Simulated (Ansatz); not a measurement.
Rocksalt CaO, relaxed with r2SCAN in Ansatz: it is cubic, Fm-3m (No. 225); a = 4.795 Å in the conventional setting, 13.78 Å³ an atom. Ca has 6 O at 2.40 Å; O has 6 Ca at 2.40 Å. It was then strained (epitaxial in the plane normal to [111]), atoms relaxed again within the symmetry left. Unstrained, HSE06 gives 5.312 eV (Γ → X, 6×6×6 mesh), and the band edges keep their places in every row. The normal direction was relaxed to zero stress. Only one sign of strain is shown, since it lowers the symmetry, and equivalent edge states can then move with another slope on the other side. Stress is positive in compression. No spin polarisation and no zero-point or thermal motion.

Axes as in this cell:
```
CELL_PARAMETERS angstrom
0.00000 2.39755 2.39755
2.39755 0.00000 2.39755
2.39755 2.39755 0.00000
ATOMIC_POSITIONS crystal
Ca 0.00000 0.00000 0.00000
O 0.50000 0.50000 0.50000
```

```csv
strain (%),ε,"ΔE_g, HSE06 (eV)","Δin-plane stress (σ_xx − σ_xy), r2SCAN (GPa)"
-4.0,-0.0400,-0.129,+11.40
-3.0,-0.0300,-0.086,+8.28
-2.0,-0.0200,-0.050,+5.35
-1.64,-0.0164,-0.039,+4.33
-1.0,-0.0100,-0.022,+2.58
```

Question: Fit ΔE_g = a x + b x² to these rows by least squares, with x = ε.

Answer: The normal equations take Σx² = 3.269e-03, Σx³ = -1.044e-04, Σx⁴ = 3.612e-06, ΣxΔE = 9.600e-03 and Σx²ΔE = -3.165e-04, and give a = +1.80 eV, b = -35.6 eV; the largest residual is 0.000 eV.

Question: Fit the change of in-plane stress (σ_xx − σ_xy) in the same way.

Answer: Δin-plane stress (σ_xx − σ_xy) = -249.5 x + (887) x² GPa. The slope, 249 GPa, is the biaxial modulus of the film.

Question: Predict the withheld row at -2.5 % (x = -0.0250).

Answer: ΔE_g ≈ +1.80 × (-0.0250) + (-35.6) × (-0.0250)² = -0.067 eV, and Δin-plane stress (σ_xx − σ_xy) ≈ +6.79 GPa. The runs give -0.067 eV and +6.79 GPa, off by 0.000 eV and 0.00 GPa.
